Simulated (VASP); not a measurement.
The system is Mg.

```
Mg
1.0
     3.20930    0.00000    0.00000
    -1.60465    2.77934    0.00000
     0.00000    0.00000    5.21030
Mg
2
Direct
  0.66667 0.33333 0.75000
  0.33333 0.66667 0.25000
```

```yaml
Program: VASP 6.6.1
Task: relaxation of cell and atoms
Functional: PBE
Potentials_or_basis: VASP PAW PBE potentials, release 64 (Mg_sv_GW)
Cutoff: 680 eV
k_mesh: 10 × 10 × 5
Occupations: fermi-dirac, width 0.05 eV
Spin: no spin polarisation
```

At the start: pressure -1.1 GPa; volume 23.24 Å³/atom.

Task: How do energy, volume and symmetry change on relaxing?

Result: Over 16 steps the energy falls by 4.6 meV/atom and the volume is 22.54 Å³/atom (-3.0 %); space group P6_3/mmc (No. 194, to 0.05 Å).

The path:
```csv
step,energy change (eV),largest force (eV/Å),pressure (GPa),volume (Å³)
1,0.0000,0.0000,-1.06,46.47
2,-0.0063,0.0000,-0.31,45.44
3,-0.0073,0.0000,0.38,44.71
4,-0.0074,0.0000,1.26,44.84
5,-0.0070,0.0000,-0.10,45.21
6,-0.0073,0.0000,-0.71,45.03
7,-0.0074,0.0000,0.07,44.93
8,-0.0074,0.0000,0.16,44.90
9,-0.0074,0.0000,0.26,44.87
10,-0.0089,0.0000,0.20,44.91
11,-0.0092,0.0000,0.28,44.92
12,-0.0092,0.0000,0.15,44.93
13,-0.0093,0.0000,-0.13,45.10
14,-0.0093,0.0000,0.18,45.08
15,-0.0093,0.0000,-0.15,45.09
16,-0.0093,0.0000,0.01,45.09
```

Final structure:
```yaml
crystal:
  lattice:
    - [3.14709, 0.00000, 0.00000]
    - [-1.57354, 2.72546, 0.00000]
    - [0.00000, 0.00000, 5.25636]
  atoms:
    - { symbol: Mg, position: [0.66667, 0.33333, 0.75000] }
    - { symbol: Mg, position: [0.33333, 0.66667, 0.25000] }
```
